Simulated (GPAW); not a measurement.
Runs of GPAW 26.7.0 on CoO. The structure is cubic, space group Fm-3m (No. 225). Conventional cell: a = 4.176 Å, b = 4.176 Å, c = 4.176 Å, α = 90.00°, β = 90.00°, γ = 90.00°. Co (site symmetry m-3m) is surrounded by 6 O at 2.09 Å. Around O (site symmetry m-3m) lie 6 Co at 2.09 Å. 

```tsv
task	level	potentials or basis	U	cell	k mesh	cutoff (eV)	lines	response ecut	response k mesh	response bands	sites	gap on the mesh (eV)	pressure (GPa)	moment (μB)
magnons	LDA	the program's PAW data sets (release 1.2.1) made for this functional, pw	-	Fm-3m, 9.1 Å³/atom	9 × 9 × 9	600	2	150 eV	8 × 8 × 8	26	[0]	none	-	(a)
band structure	PBEsol+U	PAW data sets generated in the run's folder for this functional, pw	Co d U = 6 eV	Fm-3m, 9.68 Å³/atom	11 × 11 × 11	800	-	-	-	-	-	-	-6.1	3.00
band structure	PBEsol+U	PAW data sets generated in the run's folder for this functional, pw	Co d U = 3 eV	Fm-3m, 9.68 Å³/atom	11 × 11 × 11	800	-	-	-	-	-	-	-8.0	3.00
band structure	PBEsol+U	PAW data sets generated in the run's folder for this functional, pw	Co d U = 2 eV	Fm-3m, 9.68 Å³/atom	11 × 11 × 11	800	-	-	-	-	-	-	-8.5	3.00
band structure	PBEsol+U	PAW data sets generated in the run's folder for this functional, pw	Co d U = 8 eV	Fm-3m, 9.68 Å³/atom	11 × 11 × 11	800	-	-	-	-	-	-	-4.8	3.00
electron localisation function	PBEsol+U	PAW data sets generated in the run's folder for this functional, pw	Co d U = 3.5 eV	Fm-3m, 9.68 Å³/atom	11 × 11 × 11	1040	-	-	-	-	-	none	-7.3	3.00
band structure	PBEsol+U	PAW data sets generated in the run's folder for this functional, pw	Co d U = 4 eV	Fm-3m, 9.68 Å³/atom	11 × 11 × 11	800	-	-	-	-	-	-	(b)	3.00
band structure	PBEsol+U	PAW data sets generated in the run's folder for this functional, pw	Co d U = 1 eV	Fm-3m, 9.68 Å³/atom	11 × 11 × 11	800	-	-	-	-	-	-	-9.1	3.00
```

Alike in all rows: spin collinear, ferromagnetic start; smearing fermi-dirac 0.05 eV.

Question: Estimate the missing entries.

Answer: (a) 2.69; (b) -7.4.

Caveats: a cell with one magnetic atom can't hold antiferromagnetic order, which such compounds often take; the number of bands moves the energies at small q by some ten meV (some runs); the exchange constants hang on this mesh and on the site radius (some runs); magnon energies are noisy on this mesh (some runs); semilocal functionals often make such compounds metallic where correlation or magnetic order opens a gap, which also shifts bond lengths (some runs).

A gap of «none» marks a metal or a gap under the smearing width.

Runs at the PBE level aren't shown here.
